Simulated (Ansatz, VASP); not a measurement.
**KBr: VASP beside Ansatz**

File POSCAR:

```
KBr
1.0
    0.0000000000      3.2000287049      3.2000287049
    3.2000287049      0.0000000000      3.2000287049
    3.2000287049      3.2000287049      0.0000000000
K Br
1 1
Direct
    0.0000000000      0.0000000000      0.0000000000
    0.5000000000      0.5000000000      0.5000000000
```

The input INCAR.step1:

```
PREC = Accurate ; ENCUT = 520
ISMEAR = 0 ; SIGMA = 0.02
LREAL = F ; LASPH = T
NELM = 60 ; NBANDS = 15
GGA = PE ; ALGO = Normal
EDIFF = 1E-4 ; LWAVE = T
LCHARG = F
```

Contents of INCAR.step2:

```
PREC = Accurate ; ENCUT = 520
EDIFF = 1E-6 ; ISMEAR = 0
SIGMA = 0.02 ; LREAL = F
LASPH = T ; NELM = 60
ALGO = Normal ; ISIF = 2
LWAVE = F ; LCHARG = F
METAGGA = R2SCAN ; LMIXTAU = T
NBANDS = 15 ; ISTART = 1
```

KPOINTS

```
regular mesh
0
Gamma
  6 6 6
```

Input for Ansatz:

```yaml
crystal:
  lattice:
    - [0.0, 3.2000287049, 3.2000287049]
    - [3.2000287049, 0.0, 3.2000287049]
    - [3.2000287049, 3.2000287049, 0.0]
  atoms:
    - { symbol: K, position: [0.0, 0.0, 0.0] }
    - { symbol: Br, position: [0.5, 0.5, 0.5] }
basis:
  ecutwfc: 500
kpoints:
  mp_grid: { grid: [6, 6, 6] }
hamiltonian:
  xc: r2scan
scf:
  occupations: { method: gaussian, width: 0.02 }
output:
  forces: true
  stress: true
  eigenvalues: true
```

Alike in both runs: task single point; functional r2SCAN; k mesh 6 × 6 × 6; occupations gaussian, width 0.02 eV; no spin polarisation.

|  | VASP | Ansatz |
| --- | --- | --- |
| version | VASP 6.6.1 | Ansatz 0.2.0 |
| potentials or method | VASP PAW PBE potentials, release 64 (K_sv, Br) | scalar-relativistic, plane waves, PAW |
| plane-wave cutoff (eV) | 520 | 500 |
| valence electrons in the cell | 16 | 16 |

```csv
,VASP,Ansatz,Ansatz less VASP
gap on the k mesh at the Fermi level (eV),5.36,5.36,-0.002
least direct gap on the mesh (eV),5.36,5.36,-0.002
pressure (GPa),2.0,1.9,-0.02
```

Caveats: the PAW data sets were made with another functional, which shifts forces and pressure a little (VASP). r2SCAN opens gaps a little over a GGA but as a rule still falls short of measured ones.
